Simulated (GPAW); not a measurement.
# GaN (F-43m) in GPAW: settings compared, part 3 of 3

GPAW 26.7.0. The steps go on from the part before.

### Step 4. Band structure, SCAN, spin-orbit coupling, no magnetisation

File run.py:

```python
import numpy as np
from ase import Atoms
from ase.dft.bandgap import bandgap
from ase.io import write
from ase.units import GPa
from gpaw import GPAW, PW
from gpaw.spinorbit import soc_eigenstates

atoms = Atoms(['Ga', 'N'],
              cell=[[0.0, 2.2535006075, 2.2535006075],
                    [2.2535006075, 0.0, 2.2535006075],
                    [2.2535006075, 2.2535006075, 0.0]],
              scaled_positions=[[0.0, 0.0, 0.0],
                                [0.25, 0.25, 0.25]],
              pbc=True)

calc = GPAW(mode=PW(800),
            xc='MGGA_X_SCAN+MGGA_C_SCAN',
            kpts={'size': (10, 10, 10), 'gamma': True},
            occupations={'name': 'fermi-dirac', 'width': 0.05},
            nbands=11,
            convergence={'density': 1e-05, 'energy': 1e-05},
            maxiter=150,
            txt='gpaw.txt')
atoms.calc = calc
energy = atoms.get_potential_energy()
forces = atoms.get_forces()
stress = atoms.get_stress()
calc.write('gs.gpw')
write('result.traj', atoms)
print(f'Energy: {energy:.6f} eV')
print('Forces (eV/A):')
print(forces.round(4))
print('Stress (GPa):', (stress / GPa).round(3))
print('Fermi level:', round(calc.get_fermi_level(), 4), 'eV')
print(f'Gap: {bandgap(calc)[0]:.4f} eV, direct: {bandgap(calc, direct=True)[0]:.4f} eV')

path = atoms.cell.bandpath('GXWKGLUWLK,UX', npoints=80, eps=1e-4)
bs_calc = calc.fixed_density(kpts=path, symmetry='off', nbands=19,
                             convergence={'bands': 'CBM+6.0', 'eigenstates': 1e-6}, txt='bands.txt')
bs = bs_calc.band_structure()
bs.write('bs.json')
print(f'Gap on the path: {bandgap(bs_calc)[0]:.4f} eV')

soc = soc_eigenstates(bs_calc, theta=90, phi=45, ignore_xc_potential=True)
np.savetxt('soc_bands.dat', soc.eigenvalues(), fmt='%.4f')
mesh = soc_eigenstates('gs.gpw', theta=90, phi=45, ignore_xc_potential=True)
np.savetxt('soc_mesh.dat', mesh.eigenvalues(), fmt='%.4f')
print('Fermi level with spin-orbit coupling:', round(mesh.fermi_level, 4), 'eV')
```

Potentials or basis: GPAW PAW data sets (gpaw-data 1.2.1), pw.

Started as:

```bash
> OMP_NUM_THREADS=1 python run.py
```

gpaw.txt:

```text
__  _  _
 | _ |_)|_||  |
 |__||  | ||/\| - 26.7.0

Input parameters:
  mode=PW(ecut=800.0),
  convergence={'density': 1e-05, 'energy': 1e-05},
  kpts=MonkhorstPack(size=(10, 10, 10), gamma=True),
  maxiter=150,
  nbands=11,
  occupations=Occupations(name='fermi-dirac', width=0.05),
  xc=XC(name='MGGA_X_SCAN+MGGA_C_SCAN')

Diagonalizing LCAO Hamiltonian
Converting LCAO to pw mode

           N
       Ga

Atoms  # Å, Bohr magnetons
|   | symbol |        x |        y |        z |    initial magnetic moments |
|---|--------|----------|----------|----------|-----------------------------|
| 0 |     Ga | 0.000000 | 0.000000 | 0.000000 | ( 0.0000,  0.0000,  0.0000) |
| 1 |      N | 1.126750 | 1.126750 | 1.126750 | ( 0.0000,  0.0000,  0.0000) |

Unit cell  # Å
| periodic |        x |        y |        z |  lengths |    angles |
|----------|----------|----------|----------|----------|-----------|
|      yes | 0.000000 | 2.253501 | 2.253501 | 3.186931 | 60.000000 |
|      yes | 2.253501 | 0.000000 | 2.253501 | 3.186931 | 60.000000 |
|      yes | 2.253501 | 2.253501 | 0.000000 | 3.186931 | 60.000000 |

Number of symmetries: 24
Symmetry operations  # r_c * U_cc + t_c -> r_c
|    | kind |            matrix            |
|----|------|------------------------------|
|  0 |  E   |  1, 0, 0,  0, 1, 0,  0, 0, 1 |
|  1 |  σ   |  1, 0, 0,  0, 0, 1,  0, 1, 0 |
|  2 |  σ   |  1, 0,-1,  0, 1,-1,  0, 0,-1 |
|  3 |  C3  |  1, 0,-1,  0, 0,-1,  0, 1,-1 |
|  4 |  C3  |  1,-1, 0,  0,-1, 1,  0,-1, 0 |
|  5 |  σ   |  1,-1, 0,  0,-1, 0,  0,-1, 1 |
|  6 |  σ   |  0, 1, 0,  1, 0, 0,  0, 0, 1 |
|  7 |  C3  |  0, 1, 0,  0, 0, 1,  1, 0, 0 |
|  8 |  C2  |  0, 1,-1,  1, 0,-1,  0, 0,-1 |
|  9 |  S4  |  0, 1,-1,  0, 0,-1,  1, 0,-1 |
| 10 |  C3  |  0, 0, 1,  1, 0, 0,  0, 1, 0 |
| 11 |  σ   |  0, 0, 1,  0, 1, 0,  1, 0, 0 |
| 12 |  S4  |  0, 0,-1,  1, 0,-1,  0, 1,-1 |
| 13 |  C3  |  0, 0,-1,  0, 1,-1,  1, 0,-1 |
| 14 |  S4  |  0,-1, 1,  1,-1, 0,  0,-1, 0 |
| 15 |  C2  |  0,-1, 1,  0,-1, 0,  1,-1, 0 |
| 16 |  C3  |  0,-1, 0,  1,-1, 0,  0,-1, 1 |
| 17 |  S4  |  0,-1, 0,  0,-1, 1,  1,-1, 0 |
| 18 |  S4  | -1, 1, 0, -1, 0, 1, -1, 0, 0 |
| 19 |  C3  | -1, 1, 0, -1, 0, 0, -1, 0, 1 |
| 20 |  C3  | -1, 0, 1, -1, 1, 0, -1, 0, 0 |
| 21 |  S4  | -1, 0, 1, -1, 0, 0, -1, 1, 0 |
| 22 |  σ   | -1, 0, 0, -1, 1, 0, -1, 0, 1 |
| 23 |  C2  | -1, 0, 0, -1, 0, 1, -1, 1, 0 |

BZ-sampling:
  Number of BZ points: 1000
  Number of IBZ points: 47

  Monkhorst-Pack size: [10, 10, 10]
  Monkhorst-Pack shift: [0.05, 0.05, 0.05]

K-points  # in reciprocal-cell coordinates
|     |                                coordinates |     weight |
|-----|--------------------------------------------|------------|
|   0 | (  0.00000000,   0.00000000,   0.00000000) | 0.00100000 |
|   1 | (  0.10000000,   0.10000000,   0.00000000) | 0.00600000 |
|   2 | (  0.10000000,   0.10000000,   0.10000000) | 0.00800000 |
|   3 | (  0.20000000,   0.10000000,   0.10000000) | 0.01200000 |
|   4 | (  0.20000000,   0.20000000,   0.00000000) | 0.00600000 |
|   5 | (  0.20000000,   0.20000000,   0.10000000) | 0.02400000 |
|   6 | (  0.20000000,   0.20000000,   0.20000000) | 0.00800000 |
|   7 | (  0.30000000,   0.20000000,   0.10000000) | 0.02400000 |
|   8 | (  0.30000000,   0.20000000,   0.20000000) | 0.02400000 |
|   9 | (  0.30000000,   0.30000000,   0.00000000) | 0.00600000 |
| ... |                                            |            |
|  46 | (  0.50000000,   0.50000000,   0.50000000) | 0.00400000 |

Plane wave coefficients: 1243
Cutoff: 800.0 eV

Spin-components: 1 (collinear spins)
Bands:           11
Projectors:      10
Spin-degeneracy: 2
Datatype:        complex128

Parallelization:
  kpt:    1
  domain: 1
  band:   1

Density:
  Valence electrons: 8.0
  Components: 1
  Grid points: [21 21 21]
  Charge: 0.0  # |e|

Potential:
  Grid points: [21 21 21]

species:
  Ga:
    name:    Gallium
    Z:       31.0
    valence: 3
    core:    28
    charge:  0.0  # [|e|]
    compensation charges:
      type: gauss
      rc: 0.37  # [Å]
      lmax: 2
    cutoffs:
      filter: 2.06  # [Å]
      core: 4.17  # [Å]
    projectors
    | kind |    occ | energy [eV] | rcut [Å] |
    |------|--------|-------------|----------|
    |   4s |  2.000 |      -8.945 |    1.164 |
    |   4p |  1.000 |      -2.580 |    1.164 |
    |    s |        |      18.266 |    1.164 |
    |    p |        |      24.631 |    1.164 |
    |    d |        |       0.000 |    1.164 |

    Using partial waves for Ga as LCAO basis

  N:
    name:    Nitrogen
    Z:       7.0
    valence: 5
    core:    2
    charge:  0.0  # [|e|]
    compensation charges:
      type: gauss
      rc: 0.18  # [Å]
      lmax: 2
    cutoffs:
      filter: 1.11  # [Å]
      core: 0.96  # [Å]
    projectors
    | kind |    occ | energy [eV] | rcut [Å] |
    |------|--------|-------------|----------|
    |   2s |  2.000 |     -18.583 |    0.603 |
    |   2p |  3.000 |      -7.089 |    0.529 |
    |    s |        |       8.629 |    0.603 |
    |    p |        |      20.123 |    0.529 |
    |    d |        |       0.000 |    0.577 |

    Using partial waves for N as LCAO basis

Reference energy: -54366.393033  # eV

eigensolver:
  PPCG
  Converge bands: occupied
  niter=2

density mixing:
  MSR1-Mixer
  Pratt-step length: 0.05
  Maximum mixing coefficient: 0.75
  Old densities: 10
  SVD Regularization: 0.005
  Good broyden scale: 1.0
  Trust region scale: 1.0
  Backstep threshold: 4.0
  History deletion threshold: 6.0
  Fourier metric: weight=20.0, sigma=0.015

occupation numbers:
  Fermi-Dirac:
    width: 0.0500  # eV

poisson solver:
  ecut: 6400.0  # eV

xc functional:
  name: MGGA_X_SCAN+MGGA_C_SCAN with 2 nearest neighbor stencil

convergence criteria:
- Maximum integral of absolute [dens]ity change: 1e-05 electrons / valence electron
- Maximum [total energy] change in last 3 cyles: 1e-05 eV / valence electron
- Maximum integral of absolute [eigenst]ate change: 4e-08 eV^2 / valence electron
maximum number of iterations: 150

SCF iterations
|iter     | |      energy | eigst |  dens |
|---------|-|-------------|-------|-------|
|iter:   1| |  -29.231158 | -0.17 |       |
|iter:   2| |  -26.227317 | -1.32 | -0.59 |
|iter:   3| |  -25.576100 | -0.78 | -0.65 |
|iter:   4| |  -25.649702 | -1.65 | -1.13 |
|iter:   5| |  -25.663548 | -2.54 | -1.55 |
|iter:   6| |  -25.663299 | -4.07 | -2.40 |
|iter:   7| |  -25.663284 | -5.33 | -2.99 |
|iter:   8| |  -25.663286c| -7.50c| -3.89 |
|iter:   9| |  -25.663286c| -8.28c| -4.49 |
|iter:  10| |  -25.663287c| -8.73c| -5.51c|

Converged in 10 steps
Energy contributions relative to reference atoms: (reference = -54366.393033)

Energy contributions:
  Kinetic:          32.733605
  Coulomb:         -28.478374
  Zero:              0.130748
  External:          0.000000
  Xc:              -30.049266
  Entropy:          -0.000000
  Spinorbit:         0.000000
  ----------------------------
  Free energy:     -25.663287
  Extrapolated:    -25.663287

dipole moment: (-12.511269, -12.511269, -12.511269)  # |e|*Ang

Fermi level: 7.019
Eigenvalues  # (at kpt = [0.000, 0.000, 0.000])
| band index |      eig [eV] | occ [0-2] |
|------------|---------------|-----------|
|          0 |       -10.616 |     2.000 |
|          1 |         6.071 |     2.000 |
|          2 |         6.071 |     2.000 |
|          3 |         6.072 |     2.000 |
|          4 |         8.289 |     0.000 |
|          5 |        17.110 |     0.000 |
|          6 |        17.110 |     0.000 |
|          7 |        17.110 |     0.000 |
|          8 |        24.605 |     0.000 |
|          9 |        25.136 |     0.000 |
|         10 |        25.287 |     0.000 |

Gap: 2.217 eV
Transition (v -> c):
  (s=0, k=0, n=3, [0.00, 0.00, 0.00]) -> (s=0, k=0, n=4, [0.00, 0.00, 0.00])
No difference between direct/indirect transitions

Forces  # eV/Ang
|       x |        y |       z |
|---------|----------|---------|
| 0.00000 |  0.00000 | 0.00000 |  # Ga   0
| 0.00000 | -0.00000 | 0.00000 |  # N    1

Stress tensor  # eV/Ang^3
|         x |         y |         z |
|-----------|-----------|-----------|
| -0.029681 |  0.000000 |  0.000000 |
|  0.000000 | -0.029681 |  0.000000 |
|  0.000000 |  0.000000 | -0.029681 |

# Writing to gs.gpw (mode='')
```

It took 69 s on 1 thread of Intel Xeon at 2.80GHz (Skylake/Cascade Lake), shared host; peak memory 0.31 GiB.

What came out:

```yaml
Free_energy: -25.6633 eV
Pressure: 4.8 GPa
Band_gap_on_the_k_mesh: 2.21 eV, direct
Band_gap_along_the_path: 2.21 eV, direct
```

Levels at the corners of the path, in eV from the valence-band top:
```
point  band 5  band 6  band 7  band 8  band 9  band 10  band 11  band 12
    Γ    0.00    0.00    0.00    0.00    2.21     2.21    10.81    10.81
    X   -2.75   -2.75   -2.71   -2.71    3.81     3.81     7.28     7.28
    W   -3.85   -3.85   -3.65   -3.59    6.80     6.80     9.18     9.19
    K   -4.36   -4.31   -2.21   -2.20    5.52     5.53     8.60     8.60
    Γ    0.00    0.00    0.00    0.00    2.21     2.21    10.81    10.81
    L   -1.00   -1.00   -0.97   -0.97    5.23     5.23     9.52     9.52
    U   -4.36   -4.31   -2.21   -2.20    5.52     5.53     8.60     8.60
    W   -3.85   -3.85   -3.65   -3.59    6.80     6.80     9.18     9.19
    L   -1.00   -1.00   -0.97   -0.97    5.23     5.23     9.52     9.52
    K   -4.36   -4.31   -2.21   -2.20    5.52     5.53     8.60     8.60
    U   -4.36   -4.31   -2.21   -2.20    5.52     5.53     8.60     8.60
    X   -2.75   -2.75   -2.71   -2.71    3.81     3.81     7.28     7.28
```

Caveat: the data sets keep Ga 3d, Li 1s and Be 1s frozen, and some such compounds lay over 1.5 % in volume off other programs; spin-orbit coupling was added after a scalar SCF, so levels and gaps hold it while energy, forces, pressure and moments don't; this program's spin-orbit splittings come out too wide for heavy elements; the PAW data sets were made with another functional, which shifts forces and pressure a little.

### Step 5. Equation of state, TASK

File run.py:

```python
from ase.eos import EquationOfState
from ase.io import Trajectory, read
from ase.units import GPa
from gpaw import GPAW, PW

atoms = read('GaN.cif')

traj = Trajectory('eos.traj', 'w')
volumes, energies = [], []
for x in [0.94, 0.96, 0.98, 1.0, 1.02, 1.04, 1.06]:
    a = atoms.copy()
    a.set_cell(atoms.cell * x**(1 / 3), scale_atoms=True)
    calc = GPAW(mode=PW(800),
                xc='MGGA_X_TASK+LDA_C_PW',
                kpts={'size': (10, 10, 10), 'gamma': True},
                occupations={'name': 'fermi-dirac', 'width': 0.05},
                nbands=11,
                convergence={'density': 1e-05, 'energy': 1e-05},
                maxiter=150,
                txt=f'eos-{x:.2f}.txt')
    a.calc = calc
    energies.append(a.get_potential_energy(force_consistent=True))
    volumes.append(a.get_volume())
    p = -a.get_stress()[:3].mean() / GPa
    calc.write(f'eos-{x:.2f}.gpw')
    traj.write(a)
    print(f'{x:.2f} {volumes[-1]:10.4f} A^3 {energies[-1]:14.6f} eV {p:9.3f} GPa', flush=True)

v0, e0, B = EquationOfState(volumes, energies, eos='birchmurnaghan').fit()
print(f'V0 = {v0:.4f} A^3, E0 = {e0:.6f} eV, B0 = {B / GPa:.2f} GPa')
```

File GaN.cif:

```cif
data_GaN
_cell_length_a 3.18693112
_cell_length_b 3.18693112
_cell_length_c 3.18693112
_cell_angle_alpha 60.00000000
_cell_angle_beta 60.00000000
_cell_angle_gamma 60.00000000
_space_group_name_H-M_alt 'P1'
_space_group_name_Hall 'P 1'
_space_group_IT_number 1
loop_
_space_group_symop_operation_xyz
'x,y,z'
loop_
_atom_site_label
_atom_site_type_symbol
_atom_site_symmetry_multiplicity
_atom_site_Wyckoff_symbol
_atom_site_fract_x
_atom_site_fract_y
_atom_site_fract_z
_atom_site_occupancy
Ga1 Ga 1 a 0.0000000000 0.0000000000 0.0000000000 1
N1 N 1 a 0.2500000000 0.2500000000 0.2500000000 1
```

Potentials or basis: GPAW PAW data sets (gpaw-data 1.2.1), pw.

Started as:

```bash
> OMP_NUM_THREADS=1 python run.py
```

Output:

```text
__  _  _
 | _ |_)|_||  |
 |__||  | ||/\| - 26.7.0

Input parameters:
  mode=PW(ecut=800.0),
  convergence={'density': 1e-05, 'energy': 1e-05},
  kpts=MonkhorstPack(size=(10, 10, 10), gamma=True),
  maxiter=150,
  nbands=11,
  occupations=Occupations(name='fermi-dirac', width=0.05),
  xc=XC(name='MGGA_X_TASK+LDA_C_PW')

Diagonalizing LCAO Hamiltonian
Converting LCAO to pw mode

            N
       Ga

Atoms  # Å, Bohr magnetons
|   | symbol |        x |        y |        z |    initial magnetic moments |
|---|--------|----------|----------|----------|-----------------------------|
| 0 |     Ga | 0.000000 | 0.000000 | 0.000000 | ( 0.0000,  0.0000,  0.0000) |
| 1 |      N | 1.560937 | 0.901207 | 0.637250 | ( 0.0000,  0.0000,  0.0000) |

Unit cell  # Å
| periodic |        x |        y |        z |  lengths |    angles |
|----------|----------|----------|----------|----------|-----------|
|      yes | 3.121873 | 0.000000 | 0.000000 | 3.121873 | 60.000000 |
|      yes | 1.560937 | 2.703622 | 0.000000 | 3.121873 | 60.000000 |
|      yes | 1.560937 | 0.901207 | 2.548999 | 3.121873 | 60.000000 |

Number of symmetries: 24
Symmetry operations  # r_c * U_cc + t_c -> r_c
|    | kind |            matrix            |
|----|------|------------------------------|
|  0 |  E   |  1, 0, 0,  0, 1, 0,  0, 0, 1 |
|  1 |  σ   |  1, 0, 0,  0, 0, 1,  0, 1, 0 |
|  2 |  σ   |  1, 0,-1,  0, 1,-1,  0, 0,-1 |
|  3 |  C3  |  1, 0,-1,  0, 0,-1,  0, 1,-1 |
|  4 |  C3  |  1,-1, 0,  0,-1, 1,  0,-1, 0 |
[... 143 lines left out ...]

convergence criteria:
- Maximum integral of absolute [dens]ity change: 1e-05 electrons / valence electron
- Maximum [total energy] change in last 3 cyles: 1e-05 eV / valence electron
- Maximum integral of absolute [eigenst]ate change: 4e-08 eV^2 / valence electron
maximum number of iterations: 150

SCF iterations
|iter     | |      energy | eigst |  dens |
|---------|-|-------------|-------|-------|
|iter:   1| |   -8.447536 | +0.15 |       |
|iter:   2| |   -1.942628 | -0.91 | -0.57 |
|iter:   3| |   -1.130686 | -0.52 | -0.62 |
|iter:   4| |   -1.184433 | -1.76 | -1.20 |
|iter:   5| |   -1.212413 | -2.47 | -1.53 |
|iter:   6| |   -1.212339 | -3.76 | -2.48 |
|iter:   7| |   -1.212432 | -4.61 | -3.04 |
|iter:   8| |   -1.212429 | -5.92 | -3.49 |
|iter:   9| |   -1.212429c| -7.57c| -4.49 |
|iter:  10| |   -1.212429c| -7.53c| -4.82 |
|iter:  11| |   -1.212429c| -8.25c| -5.64c|

Converged in 11 steps
Energy contributions relative to reference atoms: (reference = -54366.393033)

Energy contributions:
  Kinetic:          40.201591
  Coulomb:         -33.874735
  Zero:              0.126002
  External:          0.000000
  Xc:               -7.665287
  Entropy:          -0.000000
  Spinorbit:         0.000000
  ----------------------------
  Free energy:      -1.212429
  Extrapolated:     -1.212429

dipole moment: (-17.335866, -10.008867, -7.077338)  # |e|*Ang

Fermi level: 7.695
Eigenvalues  # (at kpt = [0.000, 0.000, 0.000])
| band index |      eig [eV] | occ [0-2] |
|------------|---------------|-----------|
|          0 |       -11.269 |     2.000 |
|          1 |         6.777 |     2.000 |
|          2 |         6.777 |     2.000 |
|          3 |         6.777 |     2.000 |
|          4 |        10.140 |     0.000 |
|          5 |        19.273 |     0.000 |
|          6 |        19.273 |     0.000 |
|          7 |        19.273 |     0.000 |
|          8 |        27.060 |     0.000 |
|          9 |        27.060 |     0.000 |
|         10 |        28.010 |     0.000 |

Gap: 3.363 eV
Transition (v -> c):
  (s=0, k=0, n=3, [0.00, 0.00, 0.00]) -> (s=0, k=0, n=4, [0.00, 0.00, 0.00])
No difference between direct/indirect transitions

Stress tensor  # eV/Ang^3
|         x |         y |         z |
|-----------|-----------|-----------|
| -0.177969 |  0.000000 |  0.000000 |
|  0.000000 | -0.177969 |  0.000000 |
|  0.000000 |  0.000000 | -0.177969 |

# Writing to eos-0.94.gpw (mode='')
```

Run time: 4.5 min. Hardware: 1 thread of Intel Xeon at 2.80GHz (Skylake/Cascade Lake), shared host; peak memory 0.51 GiB.

Results:

- Equilibrium volume: 12.05 Å³/atom (rough: see the caveat)
- Bulk modulus: 198 GPa (rough)

Energy against volume, from the lowest point:
| volume (Å³/atom) | energy (meV/atom) |
| --- | --- |
| 10.757 | 104.53 |
| 10.986 | 67.85 |
| 11.215 | 40.04 |
| 11.444 | 20.08 |
| 11.673 | 7.16 |
| 11.902 | 0.77 |
| 12.131 | 0.00 |

Caveat: the data sets keep Ga 3d, Li 1s and Be 1s frozen, and some such compounds lay over 1.5 % in volume off other programs; the points scatter about the fit; the PAW data sets were made with another functional, which shifts forces and pressure a little.

### Step 6. Comparison with measurements

Step 4. Against the measured gap of GaN, 3.299 eV (direct; 0 K; a printed reference work, textbook), the calculated 2.21 eV is off by -1.09 eV. The value is that of SCAN, without temperature or zero-point motion. The cell is a database's relaxed one, not the measured one, which moves gaps too.
